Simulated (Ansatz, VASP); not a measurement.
Two plane-wave programs on Au

```xyz
1
Lattice="0.0000 2.0230 2.0230 2.0230 0.0000 2.0230 2.0230 2.0230 0.0000" Properties=species:S:1:pos:R:3 pbc="T T T"
Au    0.0000    0.0000    0.0000
```

Alike in both runs: task single point; functional LDA; k mesh 13 × 13 × 13; occupations fermi-dirac, width 0.1 eV; no spin polarisation.

```csv
,VASP,Ansatz
version,VASP 6.6.1,Ansatz 0.2.0
potentials or method,"VASP PAW LDA potentials, release 64 (Au)","plane waves (500 eV) with PAW, scalar-relativistic"
plane-wave cutoff (eV),520,500
valence electrons in the cell,11,19
```

VASP gave:

| Quantity | Value |
| --- | --- |
| pressure (GPa) | 0.5 |

Q: Estimate Ansatz's values.

A: Pressure (GPa): 0.0.

The two sets of potentials don't hold the same shells in valence. Ansatz warned: «pseudo_functional_mismatch».

Spin-orbit coupling is left out, which matters for the levels of Au.
